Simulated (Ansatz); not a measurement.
Here is an Ansatz 0.2.0 calculation.

The input input.yaml:

```yaml
crystal:
  lattice:
    - [-1.5765401831, 1.5765401831, 2.7119384313]
    - [1.5765401831, -1.5765401831, 2.7119384313]
    - [1.5765401831, 1.5765401831, -2.7119384313]
  atoms:
    - { symbol: Sb, position: [0.0, 0.0, 0.0] }
kpoints:
  mp_grid: { grid: [12, 12, 12] }
scf:
  occupations: { method: gaussian, width: 0.05 }
hamiltonian:
  xc: pbe
  pseudopotentials: { kind: all_electron, lapw: { basis_error: 0.001 } }
output:
  forces: true
  stress: true
  eigenvalues: true
```

Potentials or basis: all-electron LAPW, scalar-relativistic.

Command:

```console
$ ansatz run input.yaml --threads 1 --pin off --max-ram 3072MiB --backend cpu --events-out ev --progress --plain --runs-dir out
```

Q: Predict the band gap on the k mesh.

A: None (metal or under the smearing width).

Q: Predict the pressure.

A: 1.8 GPa.

Stress tensor (GPa, compression positive):
```
1.99 0.00 0.00
0.00 1.99 0.00
0.00 0.00 1.36
```

The run has no spin-orbit coupling, so splittings on Sb are missing.
